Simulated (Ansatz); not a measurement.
**NaH in Ansatz: the effect of functional**

The system is NaH.

```
Na H
1.0
     0.00000    2.44000    2.44000
     2.44000    0.00000    2.44000
     2.44000    2.44000    0.00000
Na H
1 1
Direct
  0.00000 0.00000 0.00000
  0.50000 0.50000 0.50000
```

Alike in all runs:

```yaml
Program: Ansatz 0.2.0
Task: single point
Potentials_or_basis: all-electron PAW datasets made for the crystal
k_mesh: 6 × 6 × 6
Occupations: fermi-dirac, width 0.05 eV
Spin: no spin polarisation
```

| functional | cutoff | gap on the mesh (eV) | pressure (GPa) |
| --- | --- | --- | --- |
| PBE | 160 eV (chosen from the basis error) | 3.76 | -0.6 |
| HSE06 | 180 eV (chosen from the basis error) | 4.79 | -1.0 |
| PBE0 | 180 eV (chosen from the basis error) | ? | ? |

What does the run with functional PBE0 give?

gap on the mesh 5.51 eV; pressure -1.0 GPa.

A k mesh can miss the band edges.
